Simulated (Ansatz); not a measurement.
The calculation used DFT PBE, scalar-relativistic, plane waves, PAW in Ansatz 0.2.0. All cells share a 420 eV cutoff and Γ-centred k meshes spaced at most about 0.3 Å⁻¹ (about 0.25 or finer for metals, 2π included). No spin polarisation.

These are static total energies at zero pressure.

Two relaxed structures of Mg2Zn3O:

A.

Space group P4/nmm:1 (No. 129). a = 2.999 Å, b = 2.999 Å, c = 19.403 Å, α = 90.00°, β = 90.00°, γ = 90.00°
```json
{"atom": "Mg", "site": "2c", "symmetry": "4mm", "x": "0.5000", "y": "0.0000", "z": "0.8212"}
{"atom": "Mg", "site": "2c", "symmetry": "4mm", "x": "0.5000", "y": "0.0000", "z": "0.0554"}
{"atom": "Zn", "site": "2c", "symmetry": "4mm", "x": "0.0000", "y": "0.5000", "z": "0.7220"}
{"atom": "Zn", "site": "2c", "symmetry": "4mm", "x": "0.0000", "y": "0.5000", "z": "0.3635"}
{"atom": "Zn", "site": "2c", "symmetry": "4mm", "x": "0.0000", "y": "0.5000", "z": "0.5452"}
{"atom": "O", "site": "2c", "symmetry": "4mm", "x": "0.5000", "y": "0.0000", "z": "0.9442"}
```

B.

Space group C2/m (No. 12). a = 4.289 Å, b = 4.242 Å, c = 19.226 Å, α = 90.00°, β = 93.33°, γ = 90.00°
```csv
atom,site,symmetry,x,y,z
Mg,4i,m,0.7924,0.5000,0.6784
Mg,4i,m,0.7357,0.5000,0.4443
Zn,4i,m,0.3102,0.5000,0.7755
Zn,4i,m,0.1870,0.5000,0.1401
Zn,4i,m,0.2699,0.5000,0.9540
O,4i,m,0.7647,0.5000,0.5562
```

**Question.** Which would you expect to be lower, and how large is the difference?

**Answer.** They are level within the accuracy (2 meV/atom apart, with B the lower in these runs). A has space group P4/nmm (No. 129), 14.5 Å³/atom and no gap on its mesh; B has space group C2/m (No. 12), 14.6 Å³/atom and no gap. In A, Mg on its first site has 1 O at 2.39 Å, 4 Zn at 2.86 Å, 4 Mg at 3.00 Å and 4 Mg at 3.20 Å; Zn on its first site has 4 Zn at 2.69 Å, 4 Mg at 2.86 Å, 4 Zn at 3.00 Å and 1 Zn at 3.43 Å; around O lie 5 Mg at 2.12–2.16 Å and 1 Mg at 2.39 Å; 3 more sites not described. In B, Mg on its first site has 1 O at 2.35 Å, 4 Zn at 2.82–2.87 Å and 8 Mg at 3.02–3.20 Å; around Zn on its first site lie 4 Zn at 2.62–2.75 Å, 4 Mg at 2.82–2.87 Å, 4 Zn at 3.02 Å and 1 Zn at 3.45 Å; O is surrounded by 5 Mg at 2.12–2.15 Å and 1 Mg at 2.35 Å; 3 more sites not described. Origin: A, invented; B, invented, then shaken at random and relaxed again. The lowest form computed isn't among them: it has space group P-3m1 (No. 164), 14.7 Å³/atom and lies 11 meV/atom below the best shown.

The k mesh leaves some 4 meV/atom of noise in the energy of each metallic cell. Cells relaxed within their symmetry can be saddle points. Some structure types and database cells were kept out of the candidates from the start, so a known form may be missing.
